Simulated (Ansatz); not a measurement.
# BN: the cost of one run

Method: DFT LDA, scalar-relativistic, plane waves, PAW, in Ansatz 0.2.0.

3 further runs of the same task are left out: 3 set aside as unsound or not needed.

### 1 The starting structure

The structure is trigonal, space group R3m (No. 160). Conventional cell: a = 2.489 Å, b = 2.489 Å, c = 9.672 Å, α = 90.00°, β = 90.00°, γ = 120.00°. B (site symmetry 3m) has 3 N at 1.44 Å as nearest neighbours. N (site symmetry 3m) has 3 B at 1.44 Å as nearest neighbours.

Structure file:

```cif
data_structure
_symmetry_space_group_name_H-M 'P 1'
_symmetry_Int_Tables_number 1
_cell_length_a 3.5298
_cell_length_b 3.5298
_cell_length_c 3.5298
_cell_angle_alpha 41.283
_cell_angle_beta 41.283
_cell_angle_gamma 41.283
_cell_volume 17.29
loop_
_atom_site_label
_atom_site_type_symbol
_atom_site_fract_x
_atom_site_fract_y
_atom_site_fract_z
_atom_site_occupancy
B1 B 0.99974 0.99974 0.99974 1
N1 N 0.33269 0.33269 0.33269 1
```

It goes back to an entry of the Materials Project, which need not be the stable form.

It is the result of an earlier relaxation at this level (volume 8.65 Å³/atom; gap on the mesh: 4.04 eV).

### 2 The cell under 20 GPa

At a set pressure the run lowers the enthalpy E + PV, so the energy alone may rise along the way.

The input, input.yaml:

```yaml
crystal:
  lattice:
    - [1.2442985526, 0.7183961043, 3.2240992006]
    - [-1.2442985526, 0.7183961043, 3.2240992006]
    - [0.0, -1.4367922086, 3.2240992005]
  atoms:
    - { symbol: B, position: [0.9997405139, 0.9997405139, 0.9997405139] }
    - { symbol: "N", position: [0.3326924861, 0.3326924861, 0.3326924861] }
basis:
  ecutwfc: 420
kpoints:
  mp_grid: { grid: [12, 12, 12] }
hamiltonian:
  xc: lda
scf:
  occupations: { method: fixed }
output:
  forces: true
  stress: true
  eigenvalues: true
relax:
  adjacent_minimum: "off"
  f_tol: 0.001
  max_steps: 60
  cell: { stress_tol: 0.02, p_target: 20.0 }
```

On the command line:

```bash
> ansatz run input.yaml --threads 1 --pin off --max-ram 3072MiB --backend cpu --events-out ev --progress --plain --runs-dir out
```

Q: Estimate wall time and peak memory on 1 thread of AMD EPYC 9R45 (Zen 5), shared host.

About 14 s, with a peak of 0.39 GiB.
